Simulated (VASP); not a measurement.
```xyz
4
Lattice="3.5386 0.0000 0.0000 -1.7693 3.0645 0.0000 0.0000 0.0000 5.7150" Properties=species:S:1:pos:R:3 pbc="T T T"
In     0.0000     2.0430     5.7034
In     1.7693     1.0215     2.8460
N      0.0000     2.0430     2.1547
N      1.7693     1.0215     5.0121
```

All values below come from PBEsol GGA, VASP's PBE PAW potentials (set 64) (plane waves; VASP 6.6.1). Run with 620 eV cut-off, 10×10×6 Γ-centred mesh, first-order Methfessel-Paxton smearing of 0.10 eV, potentials In_d N.

Unless said otherwise, spin-orbit coupling is left out, though it shifts the bands of the heavy elements here.

Q: What does the run give for the energy per atom (σ→0), band gap (on the k-mesh) with the smallest direct gap where there is one?

A: 
```
Property                                                     Value
------------------------  ----------------------------------------
band gap (on the k-mesh)  none (metal, semimetal or under 0.01 eV)
energy per atom (σ→0)                               -5.791 eV/atom
```

Total energies compare only between runs with the same potentials, cut-off and functional.

The structure was generated: InN was put into the wurtzite type (P6_3mc), which need not be its known phase. It was relaxed first.
